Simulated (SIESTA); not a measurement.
Runs of SIESTA 5.4.2 on Al. The structure is cubic, space group Im-3m (No. 229). Conventional cell: a = 3.182 Å, b = 3.182 Å, c = 3.182 Å, α = 90.00°, β = 90.00°, γ = 90.00°. Around Al (site symmetry m-3m) lie 8 Al at 2.76 Å. This isn't the form of Al at room conditions, which is fcc.

| task | level | potentials or basis | cell | optimiser | force tolerance | gap on the mesh (eV) | pressure (GPa) | relaxed volume (Å³/atom) |
| --- | --- | --- | --- | --- | --- | --- | --- | --- |
| relaxation of cell and atoms | PBEsol | PseudoDojo 0.4 standard (PBEsol files), DZP (energy shift 0.003 Ry) | relaxed | Broyden | 0.02 eV/Å | none | 0.0 | 16.63 |
| relaxation of cell and atoms | AM05 | PseudoDojo 0.4 standard (PBEsol files), DZP (energy shift 0.003 Ry) | relaxed | Broyden | 0.02 eV/Å | none | 0.0 | 16.40 |
| relaxation of cell and atoms | BLYP | PseudoDojo 0.4 standard (PBE files), DZP (energy shift 0.003 Ry) | relaxed | Broyden | 0.02 eV/Å | none | 0.0 | 18.47 |
| relaxation of cell and atoms | RPBE | PseudoDojo 0.4 standard (PBE files), DZP (energy shift 0.003 Ry) | relaxed | Broyden | 0.02 eV/Å | none | 0.0 | 17.01 |
| relaxation of cell and atoms | revPBE | PseudoDojo 0.4 standard (PBE files), DZP (energy shift 0.003 Ry) | relaxed | Broyden | 0.02 eV/Å | none | 0.0 | (b) |
| relaxation of cell and atoms | WC | PseudoDojo 0.4 standard (PBEsol files), DZP (energy shift 0.003 Ry) | relaxed | Broyden | 0.02 eV/Å | none | 0.0 | (a) |
| relaxation of cell and atoms | LDA | PseudoDojo 0.4 standard (LDA files), DZP (energy shift 0.003 Ry) | relaxed | Broyden | 0.02 eV/Å | none | 0.1 | (c) |
| relaxation of cell and atoms | PW91 | PseudoDojo 0.4 standard (PBE files), DZP (energy shift 0.003 Ry) | relaxed | Broyden | 0.02 eV/Å | none | 0.0 | 17.20 |

Alike in all rows: no spin polarisation; k mesh 12 × 12 × 12; smearing fermi-dirac 0.05 eV; grid cutoff 500 Ry; energy shift 0.003 Ry.

Fill in the values left out.

(a) 16.75; (b) 16.98; (c) 16.25.

Caveats: the basis of atomic orbitals isn't converged, which shifts pressures, moduli and gaps; the potentials were made for another functional, which shifts forces and pressure (some runs).

A gap of «none» marks a metal or a gap under the smearing width.

Runs at the PBE level aren't shown here.
